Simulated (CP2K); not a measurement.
Runs of CP2K 2026.2 on Mo. It takes space group Im-3m (No. 229, cubic). The conventional cell has a = 3.168 Å, b = 3.168 Å, c = 3.168 Å, α = 90.00°, β = 90.00°, γ = 90.00°. Mo (site symmetry m-3m) is surrounded by 8 Mo at 2.74 Å. 

| potentials or basis | basis sets | potentials | ADDED_MOS | gap on the mesh (eV) | pressure (GPa) |
| --- | --- | --- | --- | --- | --- |
| GTH_POTENTIALS Mo GTH-PBE-q14; TZVP-MOLOPT-SR-GTH basis | Mo TZVP-MOLOPT-SR-GTH-q14 | Mo GTH-PBE-q14 of GTH_POTENTIALS | [11] | none | (b) |
| GTH_POTENTIALS Mo GTH-PBE-q14; DZVP-MOLOPT-SR-GTH basis | Mo DZVP-MOLOPT-SR-GTH-q14 | Mo GTH-PBE-q14 of GTH_POTENTIALS | [11] | none | (a) |
| POTENTIAL_UZH Mo GTH-PBE-q14; DZVP-MOLOPT-PBE-GTH basis | Mo DZVP-MOLOPT-PBE-GTH-q14 | Mo GTH-PBE-q14 of POTENTIAL_UZH | [11] | none | 0.3 |
| POTENTIAL_UZH Mo GTH-PBE-q14; TZV2P-MOLOPT-PBE-GTH basis | Mo TZV2P-MOLOPT-PBE-GTH-q14 | Mo GTH-PBE-q14 of POTENTIAL_UZH | [11] | none | 0.2 |
| POTENTIAL_UZH Mo GTH-PBE-q14; TZVP-MOLOPT-PBE-GTH basis | Mo TZVP-MOLOPT-PBE-GTH-q14 | Mo GTH-PBE-q14 of POTENTIAL_UZH | [11] | none | 0.1 |
| POTENTIAL_UZH Mo GTH-PBE-q14; ccGRB-D basis | Mo ccGRB-D-q14 | Mo GTH-PBE-q14 of POTENTIAL_UZH | [11] | none | 0.3 |
| GTH_POTENTIALS Mo GTH-PBE-q14; SZV-MOLOPT-SR-GTH basis | Mo SZV-MOLOPT-SR-GTH-q14 | Mo GTH-PBE-q14 of GTH_POTENTIALS | [3] | none | 0.0 |

Alike in all rows: task atomic charges; level PBE; no spin polarisation; cell as given; k mesh 12 × 12 × 12; smearing fermi-dirac 0.05 eV.

Q: Fill in the values left out.

A: (a) -2.3; (b) -1.1.

Caveats: the basis of atomic orbitals isn't converged, which shifts pressures, moduli and gaps; a minimal basis gives rough bond lengths, pressures and levels (some runs).

A k mesh can miss the band edges, and the runs leave out spin-orbit coupling on Mo.

A gap of «none» marks a metal or a gap under the smearing width.
